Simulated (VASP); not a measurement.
A run of VASP 6.6.1:

INCAR

```
SYSTEM = WSe2
ALGO = Normal
EDIFF = 1E-6
EDIFFG = -0.01
ENCUT = 600
GGA = PE
IBRION = 2
ISIF = 3
ISMEAR = 0
IVDW = 12
KPAR = 2
LASPH = .True.
LCHARG = .False.
LREAL = .False.
LWAVE = .False.
NELM = 80
NSW = 90
PREC = Accurate
SIGMA = 0.03
```

Contents of KPOINTS:

```
k-points
0
Gamma
  9 9 2
  0 0 0
```

The input POSCAR:

```
WSe2
1.0
    3.2900000000      0.0000000000      0.0000000000
   -1.6450000000      2.8492235785      0.0000000000
    0.0000000000      0.0000000000     12.9700000000
W Se
2 4
Direct
    0.3333333333      0.6666666667      0.2500000000
    0.6666666667      0.3333333333      0.7500000000
    0.3333333333      0.6666666667      0.6210000000
    0.6666666667      0.3333333333      0.1210000000
    0.3333333333      0.6666666667      0.8790000000
    0.6666666667      0.3333333333      0.3790000000
```

Potentials or basis: VASP PAW PBE potentials, release 64 (W_sv, Se).

Launch:

```console
$ cat potpaw_PBE.64/W_sv/POTCAR potpaw_PBE.64/Se/POTCAR > POTCAR
$ mpirun -np 2 vasp_std > vasp.out
```

Hardware: 2 MPI ranks on Intel(R) Xeon(R) Platinum 8488C (Sapphire Rapids) (shared host).

Task: Estimate the wall time of this run.

Result: It took 3.6 min on 2 MPI ranks on Intel(R) Xeon(R) Platinum 8488C (Sapphire Rapids), with other jobs on the host, peak memory 0.34 GiB a rank. Counts: scf iterations 64, k points 24, ion steps 8.
